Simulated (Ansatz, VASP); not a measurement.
## One calculation of C, two programs

```
C
1.0
     0.00000    1.87502    1.74109
     1.87502    0.00000    1.74109
     1.87502    1.87502    0.00000
C
2
Direct
  0.50000 0.50000 0.50000
  0.75000 0.75000 0.75000
```

Change from the starting cell: strain +0.050 along x and y, -0.025 along z, atoms carried along.

Alike in both runs: task single point; functional PBE; k mesh 12 × 12 × 12; occupations gaussian, width 0.05 eV; no spin polarisation.

```csv
,VASP,Ansatz
version,VASP 6.6.1,Ansatz 0.2.0
potentials or method,"VASP PAW PBE potentials, release 64 (C)","scalar-relativistic, plane waves, PAW"
plane-wave cutoff (eV),520,420
valence electrons in the cell,8,8
```

VASP gave:

* gap on the k mesh at the Fermi level (eV): 2.26
* least direct gap on the mesh (eV): 4.19
* pressure (GPa): -26.7
* largest component of the traceless stress (GPa): 39.01

Estimate Ansatz's values.

gap on the k mesh at the Fermi level (eV): 2.27; least direct gap on the mesh (eV): 4.20; pressure (GPa): -27.1; largest component of the traceless stress (GPa): 39.02.

Caveats: so large a pressure means that the cell lies far from this level's equilibrium, or that cutoff or potentials fall short (VASP).
